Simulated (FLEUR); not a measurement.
The system is AlN.

```
Al N
1.0
     0.00000    2.18399    2.18399
     2.18399    0.00000    2.18399
     2.18399    2.18399    0.00000
Al N
1 1
Direct
  0.00000 0.00000 0.00000
  0.25000 0.25000 0.25000
```

Measurements of this composition are mostly on another form, of space group No. 186.

Program: FLEUR MaX-R8.1 (patched build s14). Alike in all runs: task single point; potentials or basis all-electron, FLAPW; no spin polarisation; cell as given; smearing fermi-dirac 0.05 eV.

Task: Order these runs on this cell by their band gap on the k mesh, lowest first.
A. level HSE06; k mesh 5 × 5 × 5; gmax 17.2 1/bohr; muffin-tin radii Al 1.77, N 1.54 bohr; max iterations 30; density convergence 0.0001 me/bohr^3; kmax 5.54 1/bohr; mesh quality coarse
B. level PBE; k mesh 10 × 10 × 10; gmax 15 1/bohr; muffin-tin radii Al 1.72, N 1.49 bohr; max iterations 60; density convergence 1e-05 me/bohr^3; kmax 4.83 1/bohr; mesh quality not flagged
C. level PBE0; k mesh 5 × 5 × 5; gmax 17.2 1/bohr; muffin-tin radii Al 1.77, N 1.54 bohr; max iterations 30; density convergence 0.0001 me/bohr^3; kmax 5.54 1/bohr; mesh quality coarse
D. level PBE; k mesh 5 × 5 × 5; gmax 17.2 1/bohr; muffin-tin radii Al 1.77, N 1.54 bohr; max iterations 60; density convergence 1e-05 me/bohr^3; kmax 5.54 1/bohr; mesh quality coarse

Result: B (3.32 eV), D (3.89 eV), A (5.16 eV), C (5.93 eV).

Caveats: some runs use coarse meshes; an odd mesh through Γ misses points on the zone boundary, where band edges often lie (some runs); core states are solved in the semilocal potential (some runs).

Not every run made on this cell is shown here.
